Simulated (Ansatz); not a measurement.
Output of an Ansatz run (abridged):

```
WARN the atoms were moved onto the symmetric positions of the space group found under crystal.symmetry.tolerance 1.0e-5 (fractional …
WARN basis.ecutwfc = 420 eV, the default
Pseudopotentials: kind: paw
Pseudopotential: In, paw, valence charge 13
Pseudopotential: N, paw, valence charge 5
Crystal: 8 atoms, lattice volume = 111.494 Å³
Basis set: ecut = 420 eV, 2161 PW (Γ), exchange–correlation on 48×48×150 points (8 copies of the dense FFT grid, shifted against one another)
Bands: 44, of which v1, the nominal top of the filled ones, is band 36 counted from 1 (35 counted from 0)
Symmetry: 12 space group operations
Space group: P63mc (ITA 186), of the structure as read, at distance tolerance 4.8e-5 Å
k-points: 24 of 243 (time reversal used)
Initial density: superposition of atomic densities (neutral atoms: chi_scale 0, normalization atom), corrected by the library's trained network
Initial wavefunctions: pseudopotential atomic-orbital guess
Eigensolver: davidson
Functional: x = pbe(κ = 0.804, μ = 0.2195149727645171), c = pbe(β = 0.06672455060314922)
SCF iter   1: F=—  HF=-23925.312971 eV  |F-HF|=—  |Δ(HF+E_count)|=         —  Δρ=2.30e-3  dr2=7.53e-3  ethr=1.77e-3  ⟨swp⟩=7.0  Hψ=4155  notcnv=0
all-band conjugate gradients solve this SCF's bands
preconditioner: auto → Resta (q_TF=auto, 2.537 Å⁻¹)
SCF iter   2: F=—  HF=-23925.312934 eV  |F-HF|=—  |Δ(HF+E_count)|=   3.65e-5  Δρ=1.03e-3  dr2=1.58e-3  ethr=1.05e-5  ⟨swp⟩=2.0  Hψ=2105  notcnv=0  defer=1
SCF iter   3: F=—  HF=-23925.312863 eV  |F-HF|=—  |Δ(HF+E_count)|=   7.13e-5  Δρ=2.40e-4  dr2=1.05e-4  ethr=2.19e-6  ⟨swp⟩=2.0  Hψ=1261  notcnv=0  defer=1
SCF iter   4: F=—  HF=-23925.312864 eV  |F-HF|=—  |Δ(HF+E_count)|=   1.25e-6  Δρ=6.24e-5  dr2=7.78e-6  ethr=1.45e-7  ⟨swp⟩=2.4  Hψ=1574  notcnv=0  defer=1
SCF iter   5: F=—  HF=-23925.312837 eV  |F-HF|=—  |Δ(HF+E_count)|=   2.76e-5  Δρ=2.53e-5  dr2=8.17e-7  ethr=1.08e-8  ⟨swp⟩=2.0  Hψ=1695  notcnv=0  defer=1
SCF iter   6: F=-23925.312837 eV  HF=-23925.312837 eV  |F-HF|=1.22e-8  |Δ(HF+E_count)|=   2.91e-7  Δρ=3.82e-6  dr2=2.08e-8  ethr=1.39e-10  ⟨swp⟩=9.7  Hψ=4832  notcnv=0
the last iteration of the SCF fills more bands at one k-point than at another …
SCF 1 converged in 6 iterations: F = -23925.312837 eV  dr2 = 2.08e-8
SCF converged after 6 iterations
Free energy (F): -23925.312837 eV
Harris-Foulkes:  -23925.312837 eV  (|F-HF|=1.22e-8)
Internal energy: -23925.308865 eV  (E = F + TS)
E sigma→0 (E₀):  -23925.310851 eV
Entropy (-TS):   -0.003972 eV (-0.497 meV/atom)
Fermi energy:    11.493425 eV
--- Per-component energies (eV) ---
  E_band       = 98.922763
  E_kinetic    = 1514.826652
  E_local      = -4765.638658  (includes V_loc(G=0)·N_el)
  E_nonlocal   = 1663.287636
  E_hartree    = 1851.822653
  E_xc         = -1103.950787
  E_vxc        = -707.061955  (∫ρ·V_xc dr)
  E_paw        = -17142.716816  (= ΣΔE_a)
  E_vpaw       = -1310.137790  (= ΣTr[D̂ρ^β])
  E_aug_tail   = 0.000494  (compensation charges beyond the density's cutoff)
  E_ewald      = -5942.940038
  E_smearing   = -0.003972  (= −TS)
  E_closure    = -0.000000  (closes the sum)
  Σ components = -23925.312837   (vs F -23925.312837, Δ=0.00e0)
--- Forces (eV/Å), atoms counted from 1 ---
  atom   1  In    -0.00000000    -0.00000000     0.03417728
  atom   2  In     0.00000000     0.00000000     0.03417728
  atom   3  In    -0.00000000    -0.00000000    -0.01199077
  atom   4  In     0.00000000     0.00000000    -0.01199077
  atom   5  N      0.00000000     0.00000000     0.10390129
  atom   6  N     -0.00000000    -0.00000000     0.10390129
  atom   7  N     -0.00000000     0.00000000    -0.12608702
  atom   8  N      0.00000000    -0.00000000    -0.12608702
  max |Σ_I F_I| component: 1.54e-6 eV/Å
--- Stress (GPa, compression-positive) ---
       24.545514      -0.000000       0.000000
       -0.000000      24.545514       0.000000
        0.000000       0.000000      23.508012
  P = ⅓ Tr σ = 24.1997 GPa (241.997 kbar)
  The stress holds the Pulay correction. Without it, at fixed plane waves, as pw.x and ABINIT print it: P = 23.7790 GPa
--- Band table (eV; the first three rows and the last of 24) ---
  k-point 0: bands = ["-4.2382", "-4.1780", "-4.1569", "-4.1128", "-2.3844", "-2.3666", "-2.3666", "-2.3237", "-2.3237", "-2.2700", "-2.2700", "-2.2471", "-2.2471", "-1.8921", "-1.8921", "-1.8654", "-1.8654", "-1.8024", "-1.8024", "-1.7499", [...]
  k-point 1: bands = ["-4.2172", "-4.1771", "-4.1620", "-4.1288", "-2.3569", "-2.3569", "-2.3358", "-2.3358", "-2.3163", "-2.2637", "-2.2637", "-2.2526", "-2.2526", "-2.0833", "-1.8861", "-1.8861", "-1.8732", "-1.8732", "-1.7875", "-1.7875", [...]
  k-point 2: bands = ["-4.2188", "-4.1571", "-4.1458", "-4.1048", "-2.3594", "-2.3369", "-2.2989", "-2.2853", "-2.2675", "-2.2441", "-2.2316", "-2.2312", "-2.2021", "-1.9472", "-1.9049", "-1.8867", "-1.8826", "-1.8556", "-1.8048", "-1.7886", [...]
  k-point 23: bands = ["-4.1934", "-4.1741", "-4.1415", "-4.1415", "-2.2688", "-2.2688", "-2.1155", "-2.0850", "-2.0850", "-2.0510", "-2.0125", "-2.0125", "-1.9162", "-1.9162", "-1.8930", "-1.8675", "-1.8675", "-1.8440", "-1.7910", "-1.7910", [...]
```

The structure:

```xyz
8
Lattice="3.4006 0.0000 0.0000 -1.7003 2.9450 0.0000 0.0000 0.0000 11.1328" Properties=species:S:1:pos:R:3 pbc="T T T"
In     0.0000     0.0000     0.0000
In     0.0000     0.0000     5.5664
In     1.7003     0.9817     8.3516
In     0.0000     1.9634     2.7852
N      0.0000     0.0000     9.0416
N      0.0000     0.0000     3.4752
N      1.7003     0.9817     6.2710
N      0.0000     1.9634     0.7046
```

**Question.** Reconstruct the input of this run.

**Answer.** Other spellings and defaults could give the same log, and not every line can be read from it. The input that was run (DFT, PBE, plane waves, default PAW files):

Ansatz 0.2 input:
```yaml
# InN
crystal:
  lattice:
    - [3.400621, 0.000000, 0.000000]
    - [-1.700311, 2.945024, 0.000000]
    - [0.000000, 0.000000, 11.132762]
  atoms:
    - { symbol: In, position: [0.000000, 0.000000, 0.000000] }
    - { symbol: In, position: [0.000000, 0.000000, 0.500000] }
    - { symbol: In, position: [0.666667, 0.333333, 0.750180] }
    - { symbol: In, position: [0.333333, 0.666667, 0.250180] }
    - { symbol: N, position: [0.000000, 0.000000, 0.812160] }
    - { symbol: N, position: [0.000000, 0.000000, 0.312160] }
    - { symbol: N, position: [0.666667, 0.333333, 0.563290] }
    - { symbol: N, position: [0.333333, 0.666667, 0.063290] }
kpoints:
  mp_grid: { grid: [9, 9, 3] }
hamiltonian:
  xc: pbe
  pseudopotentials: { kind: paw }
scf:
  occupations: { method: fermi_dirac, width: 0.1 eV }
output:
  forces: true
  eigenvalues: true
  stress: true
```

The starting cell was generated: these elements placed on a structure prototype, without a prior relaxation; it need not be a known phase or ordering of this composition. Its lattice was rescaled by a random factor within 2.5 % of one. With a pressure of about 24 GPa the cell is away from its equilibrium volume at this level. Ansatz's pressure includes its estimate of the finite-basis (Pulay) stress. The run gives no clean gap (levels at the Fermi energy touch, overlap or are partly filled at this smearing), which alone does not show that the compound is a metal.

Ansatz is a quantum-chemistry and plane-wave program.
